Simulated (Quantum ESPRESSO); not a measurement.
**ZrC: equation of state with LDA**

ZrC:

```xyz
4
Lattice="3.3915 0.0000 0.0000 -1.6957 2.9371 0.0000 0.0000 0.0000 5.2901" Properties=species:S:1:pos:R:3 pbc="T T T"
Zr    1.6957    0.9790    3.9675
Zr    0.0000    1.9581    1.3225
C     0.0000    0.0000    2.6450
C     0.0000    0.0000    0.0000
```

The cell comes from a database or a generator and needn't be the stable form of this composition.

```json
{"Program": "Quantum ESPRESSO 7.5", "Task": "equation of state", "Functional": "LDA", "Potentials or basis": "GBRV 1.5 LDA", "Cutoff": "612 eV", "Density cutoff": "4898 eV", "k mesh": "9 × 9 × 5", "Occupations": "fermi-dirac, width 0.05 eV", "Spin": "no spin polarisation", "Form of the LDA correlation": "PZ81", "Mixing beta": "0.5", "Most SCF iterations": "120", "SCF threshold": "8e-10 Ry"}
```

```yaml
Equilibrium_volume: 12.49 Å³/atom
Bulk_modulus_at_fixed_shape_and_positions: 244 GPa
Pressure_derivative_of_the_bulk_modulus: 4.1
```

Energy against volume, from the lowest point:
```
volume (Å³/atom)  energy (meV/atom)
          12.383               0.00
          12.647               0.74
          12.910               9.45
          13.174              25.26
          13.437              47.51
          13.701              75.51
          13.964             108.67
```

All runs of the series together: 100 s on 2 threads of Arm Neoverse V2, with other jobs on the host.

Caveat: the cell was scaled at fixed shape and fractional positions, which overstates the stiffness of a crystal with free parameters, most of all of layers and chains.
